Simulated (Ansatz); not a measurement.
H₅ClO₂ — ¹⁷O NMR of the central transition

Cell: a Materials Project structure (computed, not necessarily an observed phase).

```cif
data_H5ClO2
_symmetry_space_group_name_H-M 'P2_1/c'
_symmetry_Int_Tables_number 14
_cell_length_a 3.9245
_cell_length_b 11.9843
_cell_length_c 6.7129
_cell_angle_alpha 90.000
_cell_angle_beta 100.905
_cell_angle_gamma 90.000
loop_
_atom_site_label
_atom_site_type_symbol
_atom_site_symmetry_multiplicity
_atom_site_Wyckoff_symbol
_atom_site_fract_x
_atom_site_fract_y
_atom_site_fract_z
H1 H 4 e 0.2261 0.6023 0.9066
H5 H 4 e 0.2179 0.4810 0.8073
H9 H 4 e 0.7093 0.6936 0.5692
H13 H 4 e 0.4336 0.9027 0.1534
H17 H 4 e 0.3802 0.8518 0.9054
Cl Cl 4 e 0.0250 0.8269 0.6528
O25 O 4 e 0.3107 0.5570 0.8043
O29 O 4 e 0.5580 0.6276 0.5271
```

One atom of each set is listed.

Method: Kohn–Sham DFT in Ansatz, r2SCAN, plane waves and PAW, scalar-relativistic, 500 eV cutoff, Γ-centred 6×2×4 k-points, Fermi–Dirac smearing 0.02 eV.

¹⁷O has I = 5/2 and Q = -25.58 mb (Pyykkö 2018); at 14.1 T its Larmor frequency is ν₀ = 81.4 MHz. Only the quadrupole interaction is simulated: positions count from each site's isotropic chemical shift, and shift anisotropy, dipolar and J coupling are left out.

Task: Give C_Q, η, the quadrupolar product P_Q = |C_Q|(1 + η²/3)^½, the second-order isotropic shift and the breadth of the pattern (static powder) for each O site.

Result: 

```tsv
site	first shell	C_Q (MHz)	η	P_Q (MHz)	δ_QIS (ppm)	breadth (kHz)
O25	3 H at 0.98–1.30 Å	9.89	0.51	10.3	-96.3	54.9
O29	3 H at 1.00–1.12 Å	8.24	0.41	8.46	-64.8	35.6
```

δ_QIS = −(ν_Q²/30ν₀²)[I(I+1) − 3/4](1 + η²/3) × 10⁶ ppm with ν_Q = 3|C_Q|/[2I(2I−1)]; it falls as 1/B₀² in ppm, and the breadth as 1/B₀ in kHz.

At O25 and O29 V_zz stands upright on the plane through its three neighbours (within 9°) in each case.

Hardware: 1 thread of Arm Neoverse V1 (aarch64; 8 cores open to the job, memory cap 2.5 GiB, no GPU), a shared host with a load of 0.3 a core. Wall time 2.1 min, CPU time 2.1 min, peak memory 1.4 GiB.
